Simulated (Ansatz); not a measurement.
# BeSe (zincblende type): how the settings move a single-point run

Aim: see which settings change the result for BeSe (zincblende type), by how much, and at what cost.

Program: Ansatz 0.2.0. Level of theory: reference: DFT, PBEsol, all-electron PAW with datasets made for the crystal, scalar-relativistic. These are calculated values, not measurements.

## (1) The starting structure

The structure is cubic, space group F-43m (No. 216). Conventional cell: a = 4.277 Å, b = 4.277 Å, c = 4.277 Å, α = 90.00°, β = 90.00°, γ = 90.00°. Be (site symmetry -43m) has 4 Se at 1.85 Å as nearest neighbours. Around Se (site symmetry -43m) lie 4 Be at 1.85 Å.

Coordinates:

```cif
data_structure
_symmetry_space_group_name_H-M 'P 1'
_symmetry_Int_Tables_number 1
_cell_length_a 3.0244
_cell_length_b 3.0244
_cell_length_c 3.0244
_cell_angle_alpha 60.000
_cell_angle_beta 60.000
_cell_angle_gamma 60.000
_cell_volume 19.56
loop_
_atom_site_label
_atom_site_type_symbol
_atom_site_fract_x
_atom_site_fract_y
_atom_site_fract_z
_atom_site_occupancy
Be1 Be 0.00000 0.00000 0.00000 1
Se1 Se 0.25000 0.25000 0.25000 1
```

## (2) Baseline

The input, input.yaml:

```yaml
crystal:
  lattice:
    - [0.0, 2.1385988214, 2.1385988214]
    - [2.1385988214, 0.0, 2.1385988214]
    - [2.1385988214, 2.1385988214, 0.0]
  atoms:
    - { symbol: Be, position: [0.0, 0.0, 0.0] }
    - { symbol: Se, position: [0.25, 0.25, 0.25] }
kpoints:
  mp_grid: { grid: [14, 14, 14] }
scf:
  occupations: { method: fermi_dirac, width: 0.1 }
hamiltonian:
  xc: pbesol
  pseudopotentials: { kind: all_electron, datasets: crystal }
output:
  forces: true
  stress: true
  eigenvalues: true
```

Launch:

```console
> ansatz run input.yaml --threads 1 --pin off --max-ram 2048MiB --backend cpu --events-out ev --progress --plain --runs-dir out
```

## (3) Variant: preconditioner resta

Edit input.yaml of step 2 so:

```diff
@@ -12,2 +12,3 @@
   occupations: { method: fermi_dirac, width: 0.1 }
+  mixing: { preconditioner: resta }
 hamiltonian:
```

Q: Predict the outcome of this session. Wanted: for each run, ending; energy change; pressure; gap; force.

**Answer**, as computed:

| run | ending | energy change | pressure (GPa) | gap (eV) | force (eV/Å) | cycles | time |
| --- | --- | --- | --- | --- | --- | --- | --- |
| reference | converged | 0 | 122.4 | 0.63 | 0.00 | 8 | 13 s |
| 1: preconditioner resta | converged | 0.0 meV/atom | 122.4 | 0.63 | 0.00 | 8 | 13 s |

Residual by cycle in the longest SCF loop of each run; runs are numbered as in the table. The quantity is the density residual dr2, in eV.

```
cycle  reference   run 1
    1       1.55    1.55
    2      0.171   0.433
    3     9.3e-4  0.0046
    4     8.9e-5  8.1e-4
    5     1.3e-6  1.6e-5
    6     1.4e-7  4.3e-7
    7     6.8e-8  3.4e-8
    8    6.7e-10  2.5e-9
```

Energy and cycle count are those of the reference, so the change (mixing) left the result and the number of cycles as they were. The structure is not at rest: the sound run finds 122 GPa, so these are no properties of the relaxed crystal. 
